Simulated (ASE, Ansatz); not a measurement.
**Rock-salt ZrC, displaced supercell (64 atoms): geometry optimisation**

Aim: bring rock-salt ZrC, displaced supercell (64 atoms) to a nearby minimum of the energy and see what moves.

Method: Kohn-Sham DFT, PBE, PAW (set soft_2), plane waves, in Ansatz 0.2.0.

## (1) The starting structure

The cell holds 64 atoms: 32 Zr and 32 C. Its edges and angles: a = 9.396 Å, b = 9.396 Å, c = 9.396 Å, α = 90.0°, β = 90.0°, γ = 90.0°. It derives from ZrC (rock-salt), repeated 2×2×2. Rock-salt ZrC (a = 4.698 Å), 2 x 2 x 2 conventional cells; every coordinate displaced by a Gaussian of 0.02 Å.

## (2) Single point at the start

A single point comes first, to see the forces before anything moves.

input.yaml

```yaml
crystal:
  lattice:
    - [9.396, 0.0, 0.0]
    - [0.0, 9.396, 0.0]
    - [0.0, 0.0, 9.396]
  atoms:
    - { symbol: Zr, position: [0.99777, 0.00055, 0.00323] }
    - { symbol: C, position: [0.24898, 0.0025, 0.00215] }
    - { symbol: Zr, position: [0.00016, 0.25204, 0.25095] }
    - { symbol: C, position: [0.24931, 0.25007, 0.25388] }
    - { symbol: Zr, position: [0.25167, 0.99907, 0.25056] }
    - { symbol: C, position: [0.99932, 0.00249, 0.25116] }
    - { symbol: Zr, position: [0.24812, 0.25328, 0.00154] }
    - { symbol: C, position: [0.99883, 0.24602, 0.00154] }
    - { symbol: Zr, position: [0.00062, 0.00153, 0.50206] }
    - { symbol: C, position: [0.2503, 0.00041, 0.4988] }
    - { symbol: Zr, position: [0.00132, 0.2522, 0.75038] }
    - { symbol: C, position: [0.25035, 0.25059, 0.74628] }
    - { symbol: Zr, position: [0.24952, 0.99662, 0.7469] }
    - { symbol: C, position: [0.9992, 0.99864, 0.75212] }
    - { symbol: Zr, position: [0.2493, 0.24811, 0.50374] }
    - { symbol: C, position: [0.99778, 0.2494, 0.49813] }
    - { symbol: Zr, position: [0.99775, 0.49838, 0.0042] }
    - { symbol: C, position: [0.25083, 0.49816, 0.00074] }
    - { symbol: Zr, position: [0.99805, 0.74706, 0.24781] }
    - { symbol: C, position: [0.2482, 0.74999, 0.25346] }
    - { symbol: Zr, position: [0.24806, 0.49879, 0.24892] }
    - { symbol: C, position: [0.00357, 0.50342, 0.24951] }
    - { symbol: Zr, position: [0.24956, 0.75044, 0.99941] }
    - { symbol: C, position: [0.00043, 0.75104, 0.00175] }
    - { symbol: Zr, position: [0.99957, 0.49974, 0.50185] }
    - { symbol: C, position: [0.24921, 0.49836, 0.49766] }
    - { symbol: Zr, position: [0.0012, 0.75012, 0.75013] }
    - { symbol: C, position: [0.25074, 0.75256, 0.75087] }
    - { symbol: Zr, position: [0.24943, 0.50095, 0.75019] }
    - { symbol: C, position: [0.99924, 0.50128, 0.75269] }
    - { symbol: Zr, position: [0.24895, 0.74799, 0.49977] }
    - { symbol: C, position: [0.99854, 0.75196, 0.49952] }
    - { symbol: Zr, position: [0.50027, 0.00086, 0.00101] }
    - { symbol: C, position: [0.7491, 0.00022, 0.99692] }
    - { symbol: Zr, position: [0.50072, 0.25188, 0.251] }
    - { symbol: C, position: [0.74883, 0.25008, 0.24961] }
    - { symbol: Zr, position: [0.75144, 0.99793, 0.25143] }
    - { symbol: C, position: [0.49978, 0.99783, 0.2492] }
    - { symbol: Zr, position: [0.75158, 0.24791, 0.9973] }
    - { symbol: C, position: [0.49889, 0.25068, 0.99849] }
    - { symbol: Zr, position: [0.49817, 0.00035, 0.5015] }
    - { symbol: C, position: [0.74794, 0.99857, 0.50131] }
    - { symbol: Zr, position: [0.50195, 0.24881, 0.75041] }
    - { symbol: C, position: [0.75215, 0.24639, 0.74742] }
    - { symbol: Zr, position: [0.7486, 0.99759, 0.74963] }
    - { symbol: C, position: [0.50081, 0.00032, 0.75122] }
    - { symbol: Zr, position: [0.74957, 0.25067, 0.50144] }
    - { symbol: C, position: [0.50037, 0.2507, 0.49833] }
    - { symbol: Zr, position: [0.49649, 0.49595, 0.00094] }
    - { symbol: C, position: [0.74821, 0.49724, 0.99762] }
    - { symbol: Zr, position: [0.49958, 0.74799, 0.24957] }
    - { symbol: C, position: [0.74806, 0.74677, 0.25176] }
    - { symbol: Zr, position: [0.75146, 0.49786, 0.24865] }
    - { symbol: C, position: [0.49916, 0.50205, 0.24898] }
    - { symbol: Zr, position: [0.75092, 0.75266, 0.00014] }
    - { symbol: C, position: [0.50163, 0.75195, 0.99807] }
    - { symbol: Zr, position: [0.49913, 0.49898, 0.50048] }
    - { symbol: C, position: [0.74722, 0.49831, 0.49893] }
    - { symbol: Zr, position: [0.50211, 0.74781, 0.74902] }
    - { symbol: C, position: [0.74849, 0.74976, 0.74844] }
    - { symbol: Zr, position: [0.75087, 0.49936, 0.75011] }
    - { symbol: C, position: [0.50001, 0.50305, 0.75192] }
    - { symbol: Zr, position: [0.7487, 0.74982, 0.49678] }
    - { symbol: C, position: [0.4989, 0.75233, 0.49978] }
kpoints:
  mp_grid: { grid: [2, 2, 2] }
hamiltonian:
  xc: pbe
scf:
  occupations: { method: fermi_dirac, width: 0.05 }
output:
  forces: true
  stress: true
  populations: true
  dos:
    method: { smearing: { sigma: 0.15 } }
    de: 0.1
    projected: { site_lists: { C: [C], Zr: [Zr] } }
  eigenvalues: true
```

The run is started by

```
ansatz run input.yaml --threads 8 --pin off --max-ram 15872MiB --backend cpu --events-out ev --progress --plain --runs-dir out
```

Numbers of over 12 decimals in the logs are rounded to 6 here.

What it wrote:

```text
Engine: ansatz 0.2.0, aarch64-unknown-linux-gnu
Pseudopotentials: kind: paw
Pseudopotential: Zr, paw, valence charge 12, recommended cutoff 420 eV (normal), Zr.paw.azcp
Pseudopotential: C, paw, valence charge 4, recommended cutoff 420 eV (normal), C.paw.azcp
[... 5 lines on functional and potentials left out ...]
Crystal: 64 atoms, lattice volume = 829.524 Å³
Basis set: ecut = 420 eV, 16279 PW (Γ), exchange–correlation on 128×128×128 points (8 copies of the dense FFT grid, shifted against one another)
Bands: 320, of which v1, the nominal top of the filled ones, is band 256 counted from 1 (255 counted from 0)
Symmetry: 1 space group operations
Space group: P1 (ITA 1), of the structure as read, at distance tolerance 9.4e-5 Å
k-points: 8
[... 5 lines on functional and potentials left out ...]
Initial density: superposition of atomic densities (neutral atoms: chi_scale 0, normalization atom), corrected by the library's trained network
Initial wavefunctions: pseudopotential atomic-orbital guess
Functional: x = pbe(κ = 0.804, μ = 0.219515), c = pbe(β = 0.066725)
SCF iter   1: F=—  HF=-141968.310874 eV  |F-HF|=—  |Δ(HF+E_count)|=         —  Δρ=1.16e-3  dr2=2.56e-2  ethr=1.77e-3  ⟨swp⟩=4.0  Hψ=8791  notcnv=0  defer=109
preconditioner: auto → Kerker (q_TF=auto, 2.517 Å⁻¹)  [metal: Δε(μ)=0.014 eV  Ē_g=16.571 eV  σ=0.050 eV  W_gap=0.07  n_scr=250 (ndim 8)  ℏωp=27.3 eV  f_vac=0.000  D(μ)=22.35/eV (n_scr^D=146)]
SCF iter   2: F=—  HF=-141968.285642 eV  |F-HF|=—  |Δ(HF+E_count)|=   2.52e-2  Δρ=5.30e-4  dr2=5.81e-3  ethr=5.01e-6  ⟨swp⟩=2.0  Hψ=4833  notcnv=0  defer=264
SCF iter   3: F=—  HF=-141968.285933 eV  |F-HF|=—  |Δ(HF+E_count)|=   2.91e-4  Δρ=1.82e-4  dr2=1.19e-3  ethr=1.14e-6  ⟨swp⟩=2.0  Hψ=2547  notcnv=0  defer=264
SCF iter   4: F=—  HF=-141968.285869 eV  |F-HF|=—  |Δ(HF+E_count)|=   6.36e-5  Δρ=6.18e-5  dr2=6.68e-5  ethr=2.32e-7  ⟨swp⟩=2.1  Hψ=2733  notcnv=0  defer=264
SCF iter   5: F=—  HF=-141968.288272 eV  |F-HF|=—  |Δ(HF+E_count)|=   2.40e-3  Δρ=2.34e-5  dr2=1.35e-5  ethr=1.31e-8  ⟨swp⟩=2.4  Hψ=3961  notcnv=0  defer=264
SCF iter   6: F=—  HF=-141968.288271 eV  |F-HF|=—  |Δ(HF+E_count)|=   8.33e-7  Δρ=8.25e-6  dr2=6.79e-7  ethr=2.64e-9  ⟨swp⟩=2.0  Hψ=2720  notcnv=0  defer=264
SCF iter   7: F=—  HF=-141968.288271 eV  |F-HF|=—  |Δ(HF+E_count)|=   1.42e-8  Δρ=3.98e-6  dr2=2.25e-7  ethr=1.95e-11  ⟨swp⟩=9.4  Hψ=9874  notcnv=0
SCF iter   8: F=-141968.288271 eV  HF=-141968.288271 eV  |F-HF|=3.20e-9  |Δ(HF+E_count)|=   2.86e-8  Δρ=9.50e-7  dr2=9.16e-9  ethr=1.95e-11  ⟨swp⟩=3.0  Hψ=5682  notcnv=0
SCF 1 converged in 8 iterations: F = -141968.288271 eV  dr2 = 9.16e-9
  greatest PAW one-centre occupation: 0.996 electrons in one spin orbital (limit 2), on the Zr atom at site 44 (counted from 0), in its partial waves of l = 0
SCF converged after 8 iterations
Free energy (F): -141968.288271 eV
Harris-Foulkes:  -141968.288271 eV  (|F-HF|=3.20e-9)
Internal energy: -141968.113002 eV  (E = F + TS)
E sigma→0 (E₀):  -141968.200637 eV
Entropy (-TS):   -0.175269 eV (-2.739 meV/atom)
Fermi energy:    14.837102 eV
--- Per-component energies (eV) ---
  E_band       = -1547.517685
  E_kinetic    = 13523.817515
  E_local      = -19017.551931  (includes V_loc(G=0)·N_el)
  E_nonlocal   = 3342.668935
  E_hartree    = 5714.172647
  E_xc         = -6767.385659
  E_vxc        = -8090.931774  (∫ρ·V_xc dr)
  E_paw        = -97664.475093  (= ΣΔE_a)
  E_vpaw       = -2733.865697  (= ΣTr[D̂ρ^β])
  E_aug_tail   = 0.001048  (compensation charges beyond the density's cutoff)
  E_ewald      = -41099.360465
  E_smearing   = -0.175269  (= −TS)
  E_closure    = 0.000000  (closes the sum)
  Σ components = -141968.288271   (vs F -141968.288271, Δ=0.00e0)
--- Forces (eV/Å), atoms counted from 1 ---
  atom   1  Zr     0.49928686    -0.02951312    -0.38060659
  atom   2  C      0.09476406    -0.28427193    -0.20439021
  atom   3  Zr    -0.08464288    -0.49166353     0.12714613
  atom   4  C      0.05363196     0.01560994    -0.40942321
  atom   5  Zr    -0.32167292     0.16493284    -0.08008022
  atom   6  C     -0.01030546    -0.23387913     0.03966316
  atom   7  Zr     0.18863382    -0.78343000    -0.16360444
  atom   8  C      0.10568624     0.51877357    -0.15998947
  atom   9  Zr    -0.29717206    -0.29414354    -0.31953678
  atom  10  C     -0.09789149    -0.16649893     0.23842537
  atom  11  Zr    -0.15011162    -0.48567180     0.02873077
  atom  12  C     -0.04874211    -0.01023914     0.55979726
  atom  13  Zr     0.04317793     0.60225657     0.72929048
  atom  14  C      0.13582998     0.13186299    -0.23575919
[...]
atom  63  Zr     0.12211729    -0.06304672     0.49168564
  atom  64  C      0.02095683    -0.34174475    -0.04897832
  max |Σ_I F_I| component: 9.80e-6 eV/Å
--- Stress (GPa, compression-positive) ---
        1.410804       0.016522      -0.006724
        0.016522       1.511049       0.003630
       -0.006724       0.003630       1.486099
  P = ⅓ Tr σ = 1.4693 GPa (14.693 kbar)
--- Band table (eV; the first three rows and the last of 8) ---
  k-point 0: bands = ["-33.2067", "-33.1563", "-33.1551", "-33.1473", [... 304 levels ...], "19.1924", "19.2130", "19.2240", "19.2376", "19.3453", "19.3494", "19.3678", "19.3915", "19.3926", "19.3949", "19.3978", "19.3986"]
[...]
--- Löwdin populations: 64 sites ---
  site symbol       q [e]
     0     Zr     11.2364
     1      C      4.7233
     2     Zr     11.2344
[...]
63      C      4.7208
  spilling = 0.002679 (of n_electrons = 512.000000)
```

The job ended after 47 s (8 threads of Arm Neoverse V2, shared host; peak memory 9.5 GiB).

Read from the output:

```yaml
free_energy: -141968.2883 eV
free_energy_per_atom: -2218.2545 eV/atom
scf_cycles: 8
pressure: 1.469 GPa
r_m_s_force_component: 0.2724 eV/Å
longest_force: 0.9468 eV/Å
fermi_energy: 14.84 eV
levels_partly_filled_by_over_2_per_cent: 30
spilling_of_the_projection: 0.002679
```

The r.m.s. force component of 0.27 eV/Å and the pressure of 1.5 GPa set the starting point.

Length of the force by element:

```csv
element,coordination,atoms,mean length of the force (eV/Å),spread,least,most
C,all,32,0.380,0.118,0.167,0.748
Zr,all,32,0.489,0.218,0.157,0.947
```

## (3) Cell and atoms relaxed

Cell and atoms are freed together, to release stress as well as forces.

input.yaml, the sections that differ from step 2:

```yaml
output:
  forces: true
relax:
  f_tol: 0.05
  max_steps: 99
  cell: {}
# crystal, kpoints, hamiltonian, scf: as in step 2
```

What it wrote:

```text
[...]
Crystal: 64 atoms, lattice volume = 829.524 Å³
Basis set: ecut = 420 eV, 16279 PW (Γ), exchange–correlation on 128×128×128 points (8 copies of the dense FFT grid, shifted against one another)
Bands: 320, of which v1, the nominal top of the filled ones, is band 256 counted from 1 (255 counted from 0)
Symmetry: 1 space group operations
[...]
k-points: 8
[...]
SCF iter   1: F=—  HF=-141968.310873 eV  |F-HF|=—  |Δ(HF+E_count)|=         —  Δρ=1.16e-3  dr2=2.56e-2  ethr=1.77e-3  ⟨swp⟩=4.0  Hψ=8791  notcnv=0  defer=109
[...]
SCF iter   8: F=-141968.288271 eV  HF=-141968.288271 eV  |F-HF|=3.23e-9  |Δ(HF+E_count)|=   2.85e-8  Δρ=9.51e-7  dr2=9.18e-9  ethr=1.95e-11  ⟨swp⟩=3.0  Hψ=5682  notcnv=0
SCF 1 converged in 8 iterations: F = -141968.288271 eV  dr2 = 9.18e-9
[...]
relax step   1: F+E_penalty+E_count = -141968.28827133 eV  Δ(F+E_penalty+E_count) = +0.000e0 eV  max|allowed force component| = 7.834e-1 eV/Å  Δτ_max = 0.0000 Å  P = +1.469 GPa  Ω = 829.524 Å³  (8 SCF iters, dr2 threshold 1.00e-7 eV, accepted)
[...]
relax step   2: F+E_penalty+E_count = -141966.75488476 eV  Δ(F+E_penalty+E_count) = +1.533e0 eV  max|allowed force component| = 1.665e0 eV/Å  Δτ_max = 0.1584 Å  P = -1.101 GPa  Ω = 839.480 Å³  energy of the carried Pulay correction = -1.187e-2 eV  (8 SCF iters, dr2 threshold 6.40e-6 eV, rejected (line search))
[...]
relax step   3: F+E_penalty+E_count = -141968.70029029 eV  Δ(F+E_penalty+E_count) = -4.120e-1 eV  max|allowed force component| = 1.424e-2 eV/Å  Δτ_max = 0.0503 Å  P = +0.127 GPa  Ω = 833.833 Å³  energy of the carried Pulay correction = -5.155e-3 eV  (12 SCF iters, accepted)
[...]
relax step   4: F+E_penalty+E_count = -141968.70018024 eV  Δ(F+E_penalty+E_count) = +1.101e-4 eV  max|allowed force component| = 3.121e-4 eV/Å  Δτ_max = 0.0013 Å  P = +0.002 GPa  Ω = 834.296 Å³  energy of the carried Pulay correction = -5.708e-3 eV  (6 SCF iters, dr2 threshold 5.73e-8 eV, accepted)
[...]
relax step   5: F+E_penalty+E_count = -141968.70551118 eV  Δ(F+E_penalty+E_count) = -5.331e-3 eV  max|allowed force component| = 3.173e-4 eV/Å  Δτ_max = 0.0000 Å  P = +0.011 GPa  Ω = 834.296 Å³  stress off target by 2.12e-2 GPa  SCF on the basis re-selected at this cell (its energy is not comparable with the rows above)  (5 SCF iters)
basis re-selected at this cell: Δ(F+E_penalty+E_count) = -5.331e-3 eV, ΔP = +0.009 GPa vs the last step (what re-selecting the basis moved, of the pressure what is left beyond the Pulay correction that the steps carried, after the strain that the cell walked since its last selection, [...]
SCF converged after 5 iterations
Free energy (F): -141968.705511 eV
[...]
Internal energy: -141968.524107 eV  (E = F + TS)
E sigma→0 (E₀):  -141968.614809 eV
Entropy (-TS):   -0.181405 eV (-2.834 meV/atom)
Fermi energy:    14.740655 eV
[...]
--- Forces (eV/Å), atoms counted from 1 ---
  atom   1  Zr     0.00014288    -0.00001404     0.00008138
  atom   2  C      0.00018125    -0.00019356    -0.00004295
  atom   3  Zr    -0.00003190    -0.00006772    -0.00013555
  atom   4  C     -0.00000961    -0.00002962    -0.00001058
  atom   5  Zr     0.00004862     0.00002831    -0.00011831
  atom   6  C     -0.00003041     0.00019664    -0.00014683
  atom   7  Zr     0.00007519    -0.00009845    -0.00028447
  atom   8  C     -0.00016020     0.00005296     0.00016791
  atom   9  Zr    -0.00025991    -0.00014060     0.00007310
  atom  10  C      0.00000932    -0.00013268    -0.00001552
  atom  11  Zr     0.00011166    -0.00022658    -0.00022200
  atom  12  C      0.00005934     0.00016369     0.00006546
  atom  13  Zr    -0.00010122     0.00005390     0.00023501
  atom  14  C     -0.00002503     0.00013778    -0.00016590
[...]
atom  63  Zr     0.00002562     0.00014918     0.00021771
  atom  64  C      0.00008304    -0.00007719    -0.00030731
  max |Σ_I F_I| component: 6.28e-6 eV/Å
--- Stress (GPa, compression-positive) ---
        0.005006      -0.002225      -0.000633
       -0.002225       0.019900      -0.003626
       -0.000633      -0.003626       0.008013
  P = ⅓ Tr σ = 0.0110 GPa (0.110 kbar)
--- Relaxed structure (4 steps of the walk, 3 accepted, 1 SCFs on fresh bases) ---
  F+E_penalty+E_count = -141968.70551118 eV   max|allowed force component| = 3.173e-4 eV/Å   (the final SCF, on the basis selected at the relaxed cell)
  cell:  # Å, volume = 834.2962 Å³
    - [9.414173, 7.766463295400207e-5, 2.210501337221423e-5]
    - [7.766463295400207e-5, 9.413700, 0.000126543]
    - [2.210501337221423e-5, 0.000126543, 9.414078]
  atoms:
    - { symbol: Zr, position: [0.999640, -0.000211597, 0.000144752] }
    - { symbol: C, position: [0.249639, -0.000210087, 0.000145766] }
    - { symbol: Zr, position: [-0.000359687, 0.249789, 0.250147] }
    - { symbol: C, position: [0.249641, 0.249788, 0.250146] }
[...]
- { symbol: C, position: [0.499640, 0.749789, 0.500148] }
```

It took 1.9 min on 8 threads; peak memory 9.6 GiB.

Step by step:

```csv
step,energy less that of the first step (eV),largest force component (eV/Å),pressure (GPa),volume (Å³)
1,0.0000,0.7834,1.47,829.52
2,1.5334,1.6650,-1.10,839.48
3,-0.4120,0.0142,0.13,833.83
4,-0.4119,0.0003,0.00,834.30
5*,-0.4172,0.0003,0.01,834.30
```

Relaxation steps marked * repeat the geometry before them on a plane-wave basis chosen anew for their cell, so energy and pressure can jump there. Relaxation step 2 was tried and not accepted.

```
     cell as run  before  after  change
           a (Å)   9.396  9.414  +0.2 %
           b (Å)   9.396  9.414  +0.2 %
           c (Å)   9.396  9.414  +0.2 %
volume (Å³/atom)   12.96  13.04  +0.6 %
```

The atoms that moved most (Å, as changes of fractional coordinates times the final cell):

| atom | dx | dy | dz | length |
| --- | --- | --- | --- | --- |
| C22 | -0.037 | -0.034 | 0.006 | 0.051 |
| C44 | -0.024 | 0.032 | 0.026 | 0.047 |
| Zr49 | 0.030 | 0.036 | -0.007 | 0.047 |
| Zr17 | 0.018 | 0.013 | -0.038 | 0.044 |
| Zr13 | 0.001 | 0.030 | 0.030 | 0.043 |
| C8 | 0.008 | 0.035 | -0.013 | 0.039 |
| Zr7 | 0.014 | -0.033 | -0.013 | 0.038 |
| C12 | -0.007 | -0.008 | 0.036 | 0.038 |

The relaxation changed the energy by -6.52 meV/atom, and atoms moved by 0.028 Å r.m.s., 0.051 Å at most.

## (4) Local order after relaxation

Bonds before and after, by the cutoffs listed below:

```
pair  bonds before  bonds after  mean before (Å)  mean after (Å)  spread before (Å)  spread after (Å)
C-Zr           192          192            2.349           2.353              0.022             0.000
```

Density 6.58 g/cm³, 13.04 Å³ an atom.

g(r), total and by pair (bins of 0.1 Å):

```
r (Å)  total    C-C   C-Zr  Zr-Zr
 2.25   0.00   0.00   0.00   0.00
 2.35  11.00   0.00  22.10   0.00
 2.45   0.00   0.00   0.00   0.00
 2.55   0.00   0.00   0.00   0.00
 2.65   0.00   0.00   0.00   0.00
 2.75   0.00   0.00   0.00   0.00
 2.85   0.00   0.00   0.00   0.00
 2.95   0.00   0.00   0.00   0.00
 3.05   0.00   0.00   0.00   0.00
 3.15   0.00   0.00   0.00   0.00
 3.25   0.00   0.00   0.00   0.00
 3.35  11.30  22.50   0.00  22.50
 3.45   0.00   0.00   0.00   0.00
 3.55   0.00   0.00   0.00   0.00
 3.65   0.00   0.00   0.00   0.00
 3.75   0.00   0.00   0.00   0.00
 3.85   0.00   0.00   0.00   0.00
 3.95   0.00   0.00   0.00   0.00
 4.05   5.00   0.00  10.00   0.00
 4.15   0.00   0.00   0.00   0.00
 4.25   0.00   0.00   0.00   0.00
 4.35   0.00   0.00   0.00   0.00
 4.45   0.00   0.00   0.00   0.00
 4.55   0.00   0.00   0.00   0.00
 4.65   0.00   0.00   0.00   0.00
 4.75   2.79   5.58   0.00   5.58
 4.85   0.00   0.00   0.00   0.00
 4.95   0.00   0.00   0.00   0.00
 5.05   0.00   0.00   0.00   0.00
 5.15   0.00   0.00   0.00   0.00
 5.25   8.95   0.00  17.90   0.00
 5.35   0.00   0.00   0.00   0.00
 5.45   0.00   0.00   0.00   0.00
 5.55   0.00   0.00   0.00   0.00
 5.65   0.00   0.00   0.00   0.00
 5.75   7.47  14.90   0.00  14.90
 5.85   0.00   0.00   0.00   0.00
 5.95   0.00   0.00   0.00   0.00
 6.05   0.00   0.00   0.00   0.00
 6.15   0.00   0.00   0.00   0.00
 6.25   0.00   0.00   0.00   0.00
 6.35   0.00   0.00   0.00   0.00
 6.45   0.00   0.00   0.00   0.00
 6.55   0.00   0.00   0.00   0.00
```

Bonds by pair of elements; cutoffs follow the first minimum of g(r), held within bounds set by covalent radii, and pairs that aren't listed don't count as bonded (cutoffs were set anew for this text, so counts can differ from the run's own analysis):

| pair A-B | cutoff (Å) | bonds | mean length (Å) | spread (Å) | shortest (Å) | B about A | A about B |
| --- | --- | --- | --- | --- | --- | --- | --- |
| C-Zr | 2.77 | 192 | 2.35 | 0 | 2.35 | 6 | 6 |

How many atoms have how many bonded neighbours:

```
element  mean   6
      C     6  32
     Zr     6  32
```

Bond angles (no mean is given where the spread exceeds 20°):

```csv
angle,count,mean (°),spread (°)
C-Zr-C,480,-,-
Zr-C-Zr,480,-,-
```

For some of the pairs, g(r) has its first main peak near 3.33 Å (C-C), 2.38 Å (C-Zr) and 3.33 Å (Zr-Zr). Counting bonds as in the table, all C atoms have 6 and all Zr atoms have 6 bonded neighbours.

(Continued in part 2 of 2.)

[Logs are printed without paths, hosts, clocks, repeated set-up lines and the standing remarks that a program may print on its own settings, such as how far it seeks lower states.]

[Hosts, paths, dates, database ids (printed as entryN), source tags and the programs' standing remarks are cut or masked in the printed files.]
